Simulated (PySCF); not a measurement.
Atoms are numbered as in `[CH:1]1=[CH:2][C@@H:3]2[CH:4]=[CH:5][C@H:6]1[CH2:7]2`; H(Xn) means a hydrogen on atom n.

GIAO PBE0/pcSseg-1 shifts (PySCF, gas phase, non-relativistic, equivalent atoms averaged), each against references optimised in the same way as the molecule (TMS).

On the GFN2-xTB geometry: C1/C2/C4/C5 154.0, C7 82.0, C3/C6 53.6, H(C1)/H(C2)/H(C4)/H(C5) 7.21, H(C3)/H(C6) 3.47, H(C7) 2.19 ppm.

What changes on the PBE0-D3(BJ)/def2-SVP geometry?

## Answers


```tsv
atoms	δ (ppm)	change
C1/C2/C4/C5	154.3	+0.3
C7	81.3	-0.7
C3/C6	53.8	+0.2
H(C1)/H(C2)/H(C4)/H(C5)	7.09	-0.12
H(C3)/H(C6)	3.36	-0.11
H(C7)	1.97	-0.22
```

Bonds between heavy atoms that differ most (equivalent bonds averaged): C2–C3 1.522 → 1.535 Å, C1–C2 1.324 → 1.336 Å, C6–C7 1.539 → 1.548 Å. Mean change of bonds to hydrogen: C–H +0.014 Å.
